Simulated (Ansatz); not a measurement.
Point defect: W vacancy in WS2

Computed with DFT PBE+D3(BJ), scalar-relativistic, plane waves, PAW (Ansatz). Settings: 420 eV cutoff, 2×2×2 k-mesh, Gaussian smearing of 0.01 eV, collinear spin.

Host crystal, relaxed:

```cif
data_structure
_symmetry_space_group_name_H-M 'P 1'
_symmetry_Int_Tables_number 1
_cell_length_a 3.1597
_cell_length_b 3.1597
_cell_length_c 16.9395
_cell_angle_alpha 90.000
_cell_angle_beta 90.000
_cell_angle_gamma 120.000
_cell_volume 146.46
loop_
_atom_site_label
_atom_site_type_symbol
_atom_site_fract_x
_atom_site_fract_y
_atom_site_fract_z
_atom_site_occupancy
W1 W 0.33333 0.66667 0.00000 1
S1 S 0.66667 0.33333 0.90696 1
S2 S 0.66667 0.33333 0.09304 1
```

Supercell of 48 atoms, rows in host cell vectors: 0 -4 0; 4 4 0; 0 0 1. Atoms relax at the host's cell, keeping the symmetry that the supercell leaves at the site. The cell is small, so energies carry finite-size errors of tenths of an eV. The host's Kohn–Sham gap is 1.92 eV. Atoms are taken from and returned to the elements' standard states.

Spin-orbit coupling is left out, which matters for the bands and energies of heavy elements. Starting moments were lost in some runs.

Defect: W vacancy at (0.333, 0.667, 0.000) of the host cell.

What is the formation energy of the neutral defect?

6.70 eV.

Does the neutral defect carry a moment, and how do its surroundings relax?

It adds no moment. The nearest neighbours before are 6 S at 2.41 Å; after relaxation the atoms near the site are 6 S at 2.44 Å; the largest move is 0.05 Å.